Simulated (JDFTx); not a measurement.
Runs of JDFTx 1.7.0 (patched build) on TiC. The structure is cubic, space group Fm-3m (No. 225). The conventional cell has a = 4.331 Å, b = 4.331 Å, c = 4.331 Å, α = 90.00°, β = 90.00°, γ = 90.00°. Ti (site symmetry m-3m) is surrounded by 6 C at 2.17 Å. C (site symmetry m-3m) has 6 Ti at 2.17 Å as nearest neighbours. The cell is a database's computed one.

```csv
task,level,potentials or basis,cell,k mesh,cutoff (eV),band ratio of the Davidson solver,local potential set to -Z/r beyond,density cutoff over wavefunction cutoff,max SCF steps,SCF threshold on the energy,gap on the mesh (eV),pressure (GPa)
single point,PBEsol,SG15-PBE-1.2 with smoothed tails,as given,9 × 9 × 9,1361,-,6 bohr,8,100,1e-09 Ha,none,-5.8
relaxation of cell and atoms,PBE+D3(BJ),PseudoDojo-SR-PBE-0.5-standard with smoothed tails,relaxed,11 × 11 × 11,1143,-,6 bohr,8,100,1e-09 Ha,none,0.0
single point,r2SCAN,SG15-PBE-1.2 with smoothed tails,as given,9 × 9 × 9,1361,-,6 bohr,8,100,1e-09 Ha,none,(a)
single point,PBE,PseudoDojo-SR-PBE-0.5-standard,as given,11 × 11 × 11,1143,-,-,4,100,1e-08 Ha,none,0.3
single point,LDA,SG15-PBE-1.2 with smoothed tails,as given,9 × 9 × 9,1361,-,6 bohr,8,100,1e-09 Ha,none,-10.3
```

Alike in all rows: no spin polarisation; smearing fermi-dirac 0.05 eV.

Fill in the values left out.

(a) -0.8.

Caveats: the potentials were made for another functional, which shifts forces and pressure (some runs); pairwise dispersion overbinds metals, which lowers pressure and volume (some runs).

A k mesh can miss the band edges.

A gap of «none» marks a metal or a gap under the smearing width.

Not every run made on this cell is shown here.
